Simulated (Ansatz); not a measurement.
Sn2S3: Electrostatic potentials at the S nuclei

Cell: a COD entry whose atoms were relaxed with PBE, the cell held.

```cif
data_Sn2S3
_symmetry_space_group_name_H-M 'Pnma'
_symmetry_Int_Tables_number 62
_cell_length_a 8.8640
_cell_length_b 3.7470
_cell_length_c 14.0200
_cell_angle_alpha 90.000
_cell_angle_beta 90.000
_cell_angle_gamma 90.000
loop_
_atom_site_label
_atom_site_type_symbol
_atom_site_symmetry_multiplicity
_atom_site_Wyckoff_symbol
_atom_site_fract_x
_atom_site_fract_y
_atom_site_fract_z
Sn1 Sn 4 c 0.1663 0.2500 0.9478
Sn5 Sn 4 c 0.4902 0.7500 0.8303
S9 S 4 c 0.2891 0.2500 0.7857
S13 S 4 c 0.9806 0.7500 0.8919
S17 S 4 c 0.3426 0.7500 0.0059
```

One atom of each set is listed.

Method: Kohn–Sham DFT in Ansatz, r2SCAN, plane waves and PAW, scalar-relativistic, 500 eV cutoff, Γ-centred 4×9×3 k-points, Fermi–Dirac smearing 0.02 eV.

The potential at a nucleus is that of all electrons and the other nuclei. A higher potential binds the core electrons more strongly, so differences between sites of one element are the initial-state part of core-level shifts.

Q: Rank the S sites by the potential at the nucleus, lowest first, and give each against the lowest.
A. S9: 3 Sn at 2.52–2.66 Å
B. S17: 3 Sn at 2.57–2.79 Å; also 2 Sn at 3.31 Å
C. S13: 4 Sn at 2.60–3.12 Å

A: A (0.00 V), B (0.14 V), C (0.33 V).

The largest force is 0.3 eV/Å, so the atoms aren't at the calculated equilibrium and relaxing them would move these values.
